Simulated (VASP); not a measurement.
# HgTe (Coloradoite) (F-43m) in VASP: a series of runs, part 3 of 3

VASP 6.6.1.

## 5. Relaxation of the atoms, LDA

The input, INCAR:

```
SYSTEM = HgTe
PREC     = Accurate       ! precision mode
ENCUT    = 600            ! plane-wave cutoff, eV
EDIFF    = 1E-7           ! SCF threshold, eV
ISMEAR   = 0              ! smearing method
SIGMA    = 0.03           ! smearing width, eV
LREAL    = .False.        ! projectors in reciprocal space
LASPH    = .True.         ! aspherical terms in the spheres
NELM     = 80             ! most SCF steps
ALGO     = Normal         ! electronic algorithm
ISIF     = 2              ! what is computed and relaxed
LWAVE    = .False.        ! write WAVECAR
LCHARG   = .False.        ! write CHGCAR
GGA      = CA             ! functional
IBRION   = 2              ! ionic algorithm
NSW      = 40             ! ionic steps
EDIFFG   = -0.01          ! ionic threshold
```

The input, KPOINTS:

```
regular mesh
0
Gamma
  10 10 10
  0 0 0
```

The input, POSCAR:

```
HgTe                                    
1.0
    0.0000000000      3.2241011875      3.2241011875
    3.2241011875      0.0000000000      3.2241011875
    3.2241011875      3.2241011875      0.0000000000
  Hg              Te            
     1     1
Direct
     0.0000000000000000    0.0000000000000000    0.0000000000000000
     0.2500000000000000    0.2500000000000000    0.2500000000000000
```

Potentials or basis: VASP PAW LDA potentials, release 64 (Hg, Te).

On the command line:

```console
$ cat potpaw_LDA.64/Hg/POTCAR potpaw_LDA.64/Te/POTCAR > POTCAR
$ mpirun -np 1 vasp_std > vasp.out
```

OUTCAR:

```text
SYSTEM = HgTe
   PREC = Accurate
   ENCUT = 600
   EDIFF = 1E-7
   ISMEAR = 0
   LREAL = .False.
   LASPH = .True.
   NELM = 80
   ISIF = 2
   GGA = CA
   IBRION = 2
   NSW = 40
   EDIFFG = -0.01

 ion  position               nearest neighbor table
   1  0.000  0.000  0.000-   2 2.79   2 2.79   2 2.79   2 2.79
   2  0.250  0.250  0.250-   1 2.79   1 2.79   1 2.79   1 2.79

  LATTYP: Found a face centered cubic cell.
 ALAT       =     6.4482023750

  Lattice vectors:

 A1 = (   0.0000000000,   3.2241011875,   3.2241011875)
 A2 = (   3.2241011875,   0.0000000000,   3.2241011875)
 A3 = (   3.2241011875,   3.2241011875,   0.0000000000)

Analysis of symmetry for initial positions (statically):
=====================================================================
 Subroutine PRICEL returns:
 Original cell was already a primitive cell.

 Routine SETGRP: Setting up the symmetry group for a
 face centered cubic supercell.

 Subroutine GETGRP returns: Found 24 space group operations
 (whereof 24 operations were pure point group operations)
 out of a pool of 48 trial point group operations.

The static configuration has the point symmetry T_d .

Analysis of symmetry for dynamics (positions and initial velocities):
=====================================================================
 Subroutine PRICEL returns:
 Original cell was already a primitive cell.

 Routine SETGRP: Setting up the symmetry group for a
 face centered cubic supercell.

 Subroutine GETGRP returns: Found 24 space group operations
 (whereof 24 operations were pure point group operations)
 out of a pool of 48 trial point group operations.

The dynamic configuration has the point symmetry T_d .

 Subroutine INISYM returns: Found 24 space group operations
 (whereof 24 operations are pure point group operations),
 and found     1 'primitive' translations

----------------------------------------------------------------------------------------

                                     Primitive cell

  volume of cell :      67.0280

  direct lattice vectors                    reciprocal lattice vectors
     0.000000000  3.224101188  3.224101188    -0.155081981  0.155081981  0.155081981
     3.224101188  0.000000000  3.224101188     0.155081981 -0.155081981  0.155081981
     3.224101188  3.224101188  0.000000000     0.155081981  0.155081981 -0.155081981

  length of vectors
     4.559567626  4.559567626  4.559567626     0.268609871  0.268609871  0.268609871

  position of ions in fractional coordinates (direct lattice)
     0.000000000  0.000000000  0.000000000
     0.250000000  0.250000000  0.250000000

  ion indices of the primitive-cell ions
   primitive index   ion index
                 1           1
                 2           2

----------------------------------------------------------------------------------------

 KPOINTS: regular mesh

Automatic generation of k-mesh.
 Grid dimensions read from file:
 generate k-points for:   10   10   10

 Generating k-lattice:

  Cartesian coordinates                     Fractional coordinates (reciprocal lattice)
[... 42 lines left out ...]
   k-points           NKPTS =     47   k-points in BZ     NKDIM =     47   number of bands    NBANDS=     13
   number of dos      NEDOS =    301   number of ions     NIONS =      2
   total plane-waves  NPLWV =  46656
   dimension x,y,z NGX =    36 NGY =   36 NGZ =   36
   dimension x,y,z NGXF=    72 NGYF=   72 NGZF=   72
   ions per type =               1   1
   NGX,Y,Z   is equivalent  to a cutoff of  13.13, 13.13, 13.13 a.u.
   NGXF,Y,Z  is equivalent  to a cutoff of  26.25, 26.25, 26.25 a.u.
 SYSTEM =  HgTe
   PREC   = accura    normal or accurate (medium, high low for compatibility)
   ISTART =      0    job   : 0-new  1-cont  2-samecut
   ICHARG =      2    charge: 1-file 2-atom 10-const
   ISPIN  =      1    spin polarized calculation?
   LNONCOLLINEAR =      F non collinear calculations
   LSORBIT =      F    spin-orbit coupling
   LASPH  =      T    aspherical Exc in radial PAW
   ENCUT  =  600.0 eV  44.10 Ry    6.64 a.u.   9.11  9.11  9.11*2*pi/ulx,y,z
   NELM   =     80;   NELMIN=  2; NELMDL= -5     # of ELM steps
   EDIFF  = 0.1E-06   stopping-criterion for ELM
   LREAL  =      F    real-space projection
   EDIFFG = -.1E-01   stopping-criterion for IOM
   NSW    =     40    number of steps for IOM
   IBRION =      2    ionic relax: 0-MD 1-quasi-New 2-CG
   NFREE  =      1    steps in history (QN), initial steepest desc. (CG)
   ISIF   =      2    stress and relaxation
   ISYM   =      2    0-nonsym 1-usesym 2-fastsym
   POTIM  = 0.5000    time-step for ionic-motion
   TEBEG  =    0.0;   TEEND  =   0.0 temperature during run
   PSTRESS=    0.0 pullay stress
   NELECT =      18.0000    total number of electrons
   NUPDOWN=      -1.0000    fix difference up-down
   EMIN   =  10.00;   EMAX   =-10.00  energy-range for DOS
   EFERMI =   0.00;   METHOD = LEGACY
   ISMEAR =     0;   SIGMA  =   0.03  broadening in eV -4-tet -1-fermi 0-gaus
   EFERMI_NEDOS =   21; number of points for ismear=-14 and -15
   IALGO  =     38    algorithm
   IMIX   =      4    mixing-type and parameters
     AMIX     =   0.40;   BMIX     =  1.00
     AMIX_MAG =   1.60;   BMIX_MAG =  1.00
  volume/ion in A,a.u.               =      33.51       226.16
  Fermi-wavevector in a.u.,A,eV,Ry     =   1.056202  1.995932 15.178153  1.115563
  Thomas-Fermi vector in A             =   2.191429
   LORBIT       =      0    0 simple, 1 ext, 2 COOP (PROOUT), +10 PAW based schemes
   GGA     = CA    functional components
   LHFCALC =     F    Hartree Fock is set to
   AEXX    =    0.0000 exact exchange contribution
   IVDW    =     0    specifies the selected vdW correction
   LEPSILON=     F    determine dielectric tensor
   LRPA    =     F    only Hartree local field effects (RPA)
 conjugate gradient relaxation of ions
 non-spin polarized calculation
 Gauss-broadening in eV      SIGMA  =   0.03
  energy-cutoff  :      600.00
  volume of cell :       67.03
 maximum number of plane-waves:      2252
   NGX = 19   NGY = 19   NGZ = 19

 number of electron      18.0000001 magnetization

 Free energy of the ion-electron system (eV)
  ---------------------------------------------------
  ext. energy  EPLUGINS =         0.00000000
  ---------------------------------------------------
  free energy    TOTEN  =        -5.03827067 eV

  energy without entropy =       -5.03822439  energy(sigma->0) =       -5.03824753

 E-fermi :   2.9901     XC(G=0):  -9.1320

 val. band max:        2.9809224052   @ k =   0.0000   0.0000   0.0000
 cond. band min:       3.4685444986   @ k =   0.1000   0.0000   0.0000
 fundamental gap:      0.4876220933
 Fermi energy:         2.9900594736

 k-point     1 :       0.0000    0.0000    0.0000
  band No.  band energies     occupation
      1      -9.1130      2.00000
      2      -4.4368      2.00000
      3      -4.4368      2.00000
      4      -4.4368      2.00000
      5      -3.8949      2.00000
      6      -3.8949      2.00000
      7       2.1312      2.00000
      8       2.9809      1.33333
      9       2.9809      1.33333
     10       2.9809      1.33333
     11       7.1258      0.00000
     12       7.1258      0.00000
     13       7.1258      0.00000
[... 354 lines left out ...]
  band No.  band energies     occupation
      1      -8.4932      2.00000
      2      -4.2901      2.00000
      3      -4.1814      2.00000
      4      -4.1551      2.00000
      5      -3.8477      2.00000
      6      -3.8039      2.00000
      7      -1.6253      2.00000
      8       0.8914      2.00000
      9       1.0878      2.00000
     10       4.9957      0.00000
     11       5.8220      0.00000
     12       9.3197      0.00000
     13      10.1077      0.00000

 [... further k-points ...]

------------------------ aborting loop because EDIFF is reached ----------------------------------------

  FORCE on cell =-STRESS in cart. coord.  units (eV):
  Direction    XX          YY          ZZ          XY          YZ          ZX
  --------------------------------------------------------------------------------------
  -------------------------------------------------------------------------------------
  Total       -0.0036256     -0.0036256     -0.0036256      0.0000000      0.0000000      0.0000000
  in kB       -0.0866628     -0.0866628     -0.0866628      0.0000000      0.0000000      0.0000000
  external PRESSURE =      -0.0866628 kB  Pullay stress =       0.0000000 kB

 VOLUME and BASIS-vectors are now :
 -----------------------------------------------------------------------------
  energy-cutoff  :      600.00
  volume of cell :       67.03
      direct lattice vectors                 reciprocal lattice vectors
     0.000000000  3.224101188  3.224101188    -0.155081981  0.155081981  0.155081981
     3.224101188  0.000000000  3.224101188     0.155081981 -0.155081981  0.155081981
     3.224101188  3.224101188  0.000000000     0.155081981  0.155081981 -0.155081981

 POSITION                                       TOTAL-FORCE (eV/Angst)
 -----------------------------------------------------------------------------------
      0.00000      0.00000      0.00000         0.000000     -0.000000     -0.000000
      1.61205      1.61205      1.61205        -0.000000      0.000000      0.000000
 -----------------------------------------------------------------------------------
    total drift:                               -0.000000     -0.000000     -0.000000

  FREE ENERGIE OF THE ION-ELECTRON SYSTEM (eV)
  ---------------------------------------------------
  free  energy   TOTEN  =        -5.0382706733 eV

  energy  without entropy=       -5.0382243946  energy(sigma->0) =       -5.03824753

 reached required accuracy - stopping structural energy minimisation
```

Run time: 14 s. Hardware: 1 thread of Intel Xeon 6975P-C (Granite Rapids), shared host; peak memory 0.2 GiB.

Results:

| Item | Value |
| --- | --- |
| Free energy | -5.0383 eV |
| Pressure after relaxing | 0.0 GPa |
| Band gap on the k mesh | none (metal or under the smearing width) |

Final structure:
```
Hg Te
1.0
     0.00000    3.22410    3.22410
     3.22410    0.00000    3.22410
     3.22410    3.22410    0.00000
Hg Te
1 1
Direct
  0.00000 0.00000 0.00000
  0.25000 0.25000 0.25000
```

Caveat: the relaxation stopped at its first step, so nothing moved.

## 6. Overview

| cell | gap on the mesh (eV) | pressure (GPa) |
| --- | --- | --- |
| atoms relaxed from: a relaxed cell with its volume scaled by 0.94 | none | 3.4 |
| atoms relaxed from: a relaxed cell with its volume scaled by 0.96 | none | 2.1 |
| atoms relaxed from: a relaxed cell with its volume scaled by 0.98 | none | 1.0 |
| atoms relaxed | none | 0.0 |

Alike in all rows: task relaxation of the atoms; level LDA; potentials or basis VASP PAW LDA potentials, release 64 (Hg, Te); no spin polarisation; k mesh 10 × 10 × 10; cutoff (eV) 600; smearing gaussian 0.03 eV.

Caveats: the relaxation stopped at its first step, so nothing moved.

Total energies depend on the potentials used, so only differences within one code and one set of settings carry meaning.
